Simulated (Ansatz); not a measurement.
**TiAl3: tests of the settings**

An exercise on one series of results from a longer session: the logs are not shown, and one member is left open.

Method: DFT r2SCAN, scalar-relativistic, plane waves, PAW for the base; runs at other levels say so in their headings and inputs, in Ansatz 0.2.0.

**The starting structure**

It takes space group Pmm2 (No. 25, orthorhombic). The conventional cell has a = 2.840 Å, b = 4.681 Å, c = 4.901 Å, α = 90.00°, β = 90.00°, γ = 90.00°. Ti (site symmetry mm2) is surrounded by 10 Al at 2.83 to 2.85 Å and 2 Ti at 2.84 Å. Al (site symmetry mm2) is surrounded by 4 Ti at 2.83 to 2.84 Å and 8 Al at 2.84 to 2.86 Å. Around Al (site symmetry mm2) lie 8 Al at 2.81 to 2.86 Å and 4 Ti at 2.85 Å. Al (site symmetry mm2) is surrounded by 10 Al at 2.81 to 2.86 Å and 2 Ti at 2.85 Å.

Coordinates:

```
CELL_PARAMETERS angstrom
2.83968 0.00000 0.00000
0.00000 4.68126 0.00000
0.00000 0.00000 4.90074
ATOMIC_POSITIONS crystal
Ti 0.00000 0.50000 0.16592
Al 0.50000 0.50000 0.66727
Al 0.50000 0.00000 0.33091
Al 0.00000 0.00000 0.83590
```

Source of the structure: the Materials Project (structure only). It is taken as it stands there.

Set-up of the first run:

The input, input.yaml:

```yaml
crystal:
  lattice:
    - [2.839677, 0.0, 0.0]
    - [0.0, 4.681264, 0.0]
    - [0.0, 0.0, 4.900742]
  atoms:
    - { symbol: Ti, position: [0.0, 0.5, 0.165916] }
    - { symbol: Al, position: [0.5, 0.5, 0.667271] }
    - { symbol: Al, position: [0.5, 0.0, 0.330912] }
    - { symbol: Al, position: [0.0, 0.0, 0.8359] }
basis:
  ecutwfc: 500
kpoints:
  mp_grid: { grid: [6, 4, 4] }
hamiltonian:
  xc: r2scan
scf:
  occupations: { method: gaussian, width: 0.1 }
output:
  forces: true
  stress: true
  eigenvalues: true
```

The run is started by

```bash
> ansatz run input.yaml --threads 1 --pin off --max-ram 2560MiB --backend cpu --events-out ev --progress --plain --runs-dir out
```

Steps of the session up to this table: Probe: one point at the start; Base run on a denser mesh; Functional set to LDA; Functional set to PBE; Functional: PBEsol; Functional: HSE06.

One of the session's tables, all rows but one given; the rest of the session is left out.

It belongs to the step «What the functional changes». 

| functional | pressure (GPa) | largest force (eV/Å) |
| --- | --- | --- |
| r2SCAN | ? | ? |
| LDA | -5.1 | 0.088 |
| PBE | 0.0 | 0.045 |
| PBEsol | -2.4 | 0.048 |
| HSE06 | -1.5 | 0.116 |

Q: Estimate the row for r2SCAN from the others.

As computed: pressure (GPa): -2.2; largest force (eV/Å): 0.040. In the column «pressure (GPa)» it lies between PBEsol (-2.4) and HSE06 (-1.5).

Caveats from the session: Warnings in the runs' records: stress exchange threshold loose, filled band counts differ across k points, stress scf threshold loose.
